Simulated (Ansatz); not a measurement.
The system is InGaAs2.

```xyz
4
Lattice="4.2250 0.0000 0.0000 0.0000 4.2250 0.0000 0.0000 0.0000 5.9621" Properties=species:S:1:pos:R:3 pbc="T T T"
In    0.0000    0.0000    2.9811
As    0.0000    2.1125    1.3804
As    2.1125    0.0000    4.5818
Ga    2.1125    2.1125    0.0000
```

The cell comes from a database or a generator and needn't be the stable form of this composition.

Base run:

| Property | Result |
| --- | --- |
| Program | Ansatz 0.2.0 |
| Functional | HSE06 |
| Potentials or basis | Ansatz PAW |
| Cutoff | 420 eV |
| Density cutoff | 1680 eV |
| k mesh | 4 × 4 × 3 |
| Occupations | fermi-dirac, width 0.05 eV |
| Spin | no spin polarisation |

Its results: band gap on the k mesh 0.40 eV, direct; largest force 0.031 eV/Å.

Task: After a change of settings the same cell gave: band gap on the k mesh none (metal or under the smearing width); largest force 0.054 eV/Å. Which change was it?
A. functional from HSE06 to LDA
B. functional from HSE06 to PBE0
C. functional from HSE06 to r2SCAN0; cutoff from 420 eV to 500 eV; density cutoff from 1680 eV to 2000 eV
D. functional from HSE06 to PBE0; k mesh from 4 × 4 × 3 to 4 × 4 × 4

Result: A.

HSE06 gives the wider gap, since exact exchange removes part of the self-interaction.

Caveats: some runs use coarse meshes; the PAW data sets come from PBE, with cores solved anew for the run's functional, which leaves a small shift of forces and pressure; the density of states is complete only up to the lowest level of the last band computed; odd divisions of the mesh miss points on the zone boundary, where band edges often lie, so the gap on the mesh can be too wide (some runs); spin-orbit coupling is left out, which moves the levels of the heavy elements (some runs).

Not every run made on this cell is shown here.
